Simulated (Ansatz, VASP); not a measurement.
# One calculation of BeSe, two programs

```xyz
2
Lattice="0.0000 2.5350 2.5350 2.5350 0.0000 2.5350 2.5350 2.5350 0.0000" Properties=species:S:1:pos:R:3 pbc="T T T"
Be    0.0000    0.0000    0.0000
Se    3.8025    3.8025    3.8025
```

Alike in both runs: task single point; functional r2SCAN; k mesh 8 × 8 × 8; occupations gaussian, width 0.05 eV; no spin polarisation.

|  | VASP | Ansatz |
| --- | --- | --- |
| version | VASP 6.6.1 | Ansatz 0.2.0 |
| potentials or method | VASP PAW PBE potentials, release 64 (Be, Se) | scalar-relativistic, plane waves, PAW |
| plane-wave cutoff (eV) | 520 | 500 |
| valence electrons in the cell | 8 | 18 |

Ansatz gave:

```
gap on the k mesh at the Fermi level (eV) : 3.01
least direct gap on the mesh (eV)         : 5.47
pressure (GPa)                            : 4.8
```

Problem. Estimate VASP's values.

Solution. gap on the k mesh at the Fermi level (eV): 3.00; least direct gap on the mesh (eV): 5.48; pressure (GPa): 5.1.

With one functional, cell and mesh, what is left measures potentials, basis and numerics. The two sets of potentials don't hold the same shells in valence.

Caveats: the PAW data sets were made with another functional, which shifts forces and pressure a little (VASP). r2SCAN opens gaps a little over a GGA but as a rule still falls short of measured ones. A k mesh can miss the band edges.
